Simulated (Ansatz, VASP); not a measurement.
Two plane-wave programs on TiAl3

```
Ti Al
1.0
     2.80130    0.00000    0.00000
     0.00000    4.61800    0.00000
     0.00000    0.00000    4.83451
Ti Al
1 3
Direct
  0.00000 0.50000 0.16592
  0.00000 0.00000 0.83590
  0.50000 0.00000 0.33091
  0.50000 0.50000 0.66727
```

Change from the starting cell: volume scaled by 0.96.

Alike in both runs: task single point; functional PBEsol; k mesh 9 × 6 × 6; occupations fermi-dirac, width 0.05 eV; no spin polarisation.

|  | VASP | Ansatz |
| --- | --- | --- |
| version | VASP 6.6.1 | Ansatz 0.2.0 |
| potentials or method | VASP PAW PBE potentials, release 64 (Ti_sv, Al) | Ansatz PAW |
| plane-wave cutoff (eV) | 520 | 420 |
| valence electrons in the cell | 21 | 21 |

|  | VASP | Ansatz | Ansatz less VASP |
| --- | --- | --- | --- |
| gap on the k mesh at the Fermi level (eV) | none | none | - |
| pressure (GPa) | 1.9 | 1.8 | -0.07 |
| largest component of the traceless stress (GPa) | 2.21 | 2.20 | -0.007 |
| rms of the force components (eV/Å) | 0.017 | 0.016 | -0.0001 |

Atom by atom the forces differ by 0.001 eV/Å (rms over components). A gap of «none» marks a metal or a gap that the smearing closes. With one functional, cell and mesh, what is left measures potentials, basis and numerics.

Caveats: the PAW data sets were made with another functional, which shifts forces and pressure a little (VASP); the PAW data sets come from PBE, with cores solved anew for the run's functional, which leaves a small shift of forces and pressure (Ansatz).
